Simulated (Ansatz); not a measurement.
# Ionic part of the dielectric constant of AlAs at 8 GPa, mode by mode

The calculation used Ansatz, DFT LDA, scalar-relativistic, plane waves, PAW. Cutoff 420 eV, 8×8×8 k-points (Γ-centred), fixed occupations. No spin polarisation. Phonons by linear response, acoustic sum rule imposed.

Symmetry: F-43m, No. 216, cubic system. Conventional cell: a = 5.467 Å, b = 5.467 Å, c = 5.467 Å, α = 90.00°, β = 90.00°, γ = 90.00°. Around Al (site symmetry -43m) lie 4 As at 2.37 Å. As (site symmetry -43m) is surrounded by 4 Al at 2.37 Å.

 The run warned that the force constants aren't converged on this k mesh, so the frequencies and all that is formed from them are rough.

The primitive cell has V = 40.84 Å³ and ε∞,zz = 9.062. Each polar mode adds Δε = (4.92064×10⁷/V)·S/ν² along z, with S its oscillator strength in e²/amu, ν in cm⁻¹ and V in Å³.

Task: From these modes, find each Δε and ε0,zz.
| ν (cm⁻¹) | S_zz (e²/amu) |
| --- | --- |
| 396.6 | 0.22 |

Result:
```tsv
ν (cm⁻¹)	Δε
396.6	1.68
```

The sum is 1.685, so ε0,zz = 10.75; the run's tensor has 10.75.

Task: Where do the longitudinal modes lie for a wave vector along z?

Result: At 432 cm⁻¹. The Lyddane–Sachs–Teller product Π(ν_LO/ν_TO)² = 1.19 matches ε0/ε∞ = 1.19.

Cost: 1 run of about 0.63 core-minutes, on Intel Xeon Platinum 8488C (Sapphire Rapids) (shared hosts).

The static screening in compressed AlAs is mainly electronic: the lattice adds only about 1.68 to an ε∞ of 9.062. This fits a tetrahedral, largely covalent network with polar bonds, where the valence electrons polarise easily while stiff bonds limit the relative displacement of the two sublattices. The light Al atom helps place the polar mode at high frequency, but mass cancels from its static contribution, which is set by the Born effective charges and the restoring force. Cubic symmetry makes the response isotropic, so the z component stands for the whole tensor.

The electronic part lies above the accepted ambient value, probably because LDA underestimates the gaps and so exaggerates the polarisability; compression alone would not be expected to cause such an excess. The Lyddane–Sachs–Teller agreement shows that the mode sum and the LO–TO splitting are mutually consistent, but it is no independent test of either. A single pressure cannot show whether compression strengthens or weakens the ionic screening, since effective charge, bond stiffness and volume all change together.
